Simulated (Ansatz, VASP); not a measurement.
# One calculation of MgB2, two programs

Contents of INCAR:

```
PREC = Accurate
ENCUT = 520
EDIFF = 1E-8
ISMEAR = -1
SIGMA = 0.05
LREAL = False
LASPH = True
NELM = 80
ALGO = Normal
ISIF = 2
LWAVE = False
LCHARG = False
LEFG = True
NBANDS = 11
```

The input KPOINTS:

```
regular mesh
0
Gamma
  15 15 12
```

Contents of POSCAR:

```
MgB2
1.0
    3.0952499526      0.0000000000      0.0000000000
   -1.5476249763      2.6805650900      0.0000000000
    0.0000000000      0.0000000000      3.5347044049
Mg B
1 2
Direct
    0.0000000000      0.0000000000      0.0000000000
    0.3333333333      0.6666666667      0.5000000000
    0.6666666667      0.3333333333      0.5000000000
```

Input for Ansatz:

```yaml
crystal:
  lattice:
    - [3.0952499526, 0.0, 0.0]
    - [-1.5476249763, 2.68056509, 0.0]
    - [0.0, 0.0, 3.5347044049]
  atoms:
    - { symbol: Mg, position: [0.0, 0.0, 0.0] }
    - { symbol: B, position: [0.3333333333, 0.6666666667, 0.5] }
    - { symbol: B, position: [0.6666666667, 0.3333333333, 0.5] }
kpoints:
  mp_grid: { grid: [15, 15, 12] }
scf:
  occupations: { method: fermi_dirac, width: 0.05 }
hamiltonian:
  xc: lda
  pseudopotentials: { kind: paw }
output:
  forces: true
  stress: true
  eigenvalues: true
  efg: { contact_densities: true }
```

Change from the starting cell: volume scaled by 1.01, PAW files.

Alike in both runs: task electric field gradients; functional LDA; k mesh 15 × 15 × 12; occupations fermi-dirac, width 0.05 eV; no spin polarisation.

```csv
,VASP,Ansatz
version,VASP 6.6.1,Ansatz 0.2.0
potentials or method,"VASP PAW LDA potentials, release 64 (Mg, B)","PAW with Ansatz's default frozen-core files, scalar-relativistic"
plane-wave cutoff (eV),520,420
valence electrons in the cell,8,16
```

Ansatz gave:

* pressure (GPa): -8.9
* largest component of the traceless stress (GPa): 2.05
* Vzz of the field gradient on the site that differs most (V/Å²): 17.3

Estimate VASP's values.

pressure (GPa): -9.5; largest component of the traceless stress (GPa): 1.97; Vzz of the field gradient on the site that differs most (V/Å²): 19.6.

The two sets of potentials don't hold the same shells in valence.
